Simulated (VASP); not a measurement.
## VASP 6.6.1 run: PbSe

INCAR

```
LWAVE = .FALSE.
SIGMA = 0.02
NELM = 61
EDIFF = 1E-7
NBANDS = 17
ISIF = 3
EDIFFG = -5E-3
LASPH = .TRUE.
LREAL = .FALSE.
IBRION = 2
ENCUT = 800
PREC = Accurate
NSW = 40
GGA = CA
ISMEAR = -1
LCHARG = .FALSE.
```

KPOINTS

```
KPOINTS created by Atomic Simulation Environment
0
Gamma
6 6 6
0 0 0
```

POSCAR

```
Pb Se
 1.0000000000000000
     0.0000000000000000    3.4487878666993081    3.4487878666993081
     3.4487878666993081   -0.0000000000000000    3.4487878666993081
     3.4487878666993081    3.4487878666993081   -0.0000000000000000
 Pb  Se
   1   1
Cartesian
 -0.0000000000000000 -0.0000000000000000 -0.0000000000000000
  1.7243939333496539  1.7243939333496539  1.7243939333496539
```

The recommended LDA PAW datasets give the neutral cell 20 valence electrons.

Command

```
mpirun -np 1 vasp_std
```

Problem. How does this run end, and what does it give?

Solution. It converged. Results: relaxed cell vector lengths 4.749, 4.749, 4.749 Å; relaxed cell volume 75.73 Å³.

OSZICAR

```
N       E                     dE             d eps       ncg     rms          rms(c)
DAV:   1     0.176297790768E+03    0.17630E+03   -0.11568E+04   544   0.152E+03
DAV:   2     0.629574693192E+01   -0.17000E+03   -0.16356E+03   570   0.329E+02
DAV:   3    -0.880373427484E+01   -0.15099E+02   -0.14982E+02   693   0.102E+02
DAV:   4    -0.923583873410E+01   -0.43210E+00   -0.43169E+00   663   0.203E+01
DAV:   5    -0.925031050732E+01   -0.14472E-01   -0.14471E-01   735   0.360E+00    0.299E+00
DAV:   6    -0.881063316170E+01    0.43968E+00   -0.12667E+00   811   0.644E+00    0.169E+00
DAV:   7    -0.879877712257E+01    0.11856E-01   -0.12037E-01   591   0.151E+00    0.865E-01
DAV:   8    -0.879511626966E+01    0.36609E-02   -0.11999E-02   680   0.109E+00    0.111E-01
DAV:   9    -0.879474269922E+01    0.37357E-03   -0.38428E-03   785   0.430E-01    0.865E-02
DAV:  10    -0.879482750688E+01   -0.84808E-04   -0.29352E-04   570   0.118E-01    0.202E-02
...
   2 F= -.88457834E+01 E0= -.88457830E+01  d E =-.509420E-01
       N       E                     dE             d eps       ncg     rms          rms(c)
DAV:   1    -0.888669895743E+01   -0.40916E-01   -0.11642E+00   691   0.171E+01    0.104E+00
DAV:   2    -0.885306489334E+01    0.33634E-01   -0.68731E-02   692   0.412E+00    0.374E-01
DAV:   3    -0.884764262497E+01    0.54223E-02   -0.22671E-02   685   0.225E+00    0.608E-02
DAV:   4    -0.884764775938E+01   -0.51344E-05   -0.55300E-04   547   0.205E-01    0.265E-02
DAV:   5    -0.884764532861E+01    0.24308E-05   -0.90701E-05   710   0.110E-01    0.101E-02
DAV:   6    -0.884764313698E+01    0.21916E-05   -0.11002E-05   719   0.526E-02    0.231E-03
DAV:   7    -0.884764304850E+01    0.88479E-07   -0.43470E-07   561   0.479E-03
   3 F= -.88476430E+01 E0= -.88476429E+01  d E =-.528017E-01
```

```tsv
ionic step	ΔE (meV/atom)	volume (Å³)	largest force (eV/Å)	pressure (GPa)	electronic steps
1	0.0	82.04	0.000	-2.51	14
2	-25.5	74.65	0.000	0.55	10
3	-26.4	75.73	0.000	0.00	7
```

For comparison, a separate LDA relaxation on usual settings, not on those above, ends at 75.72 Å³.
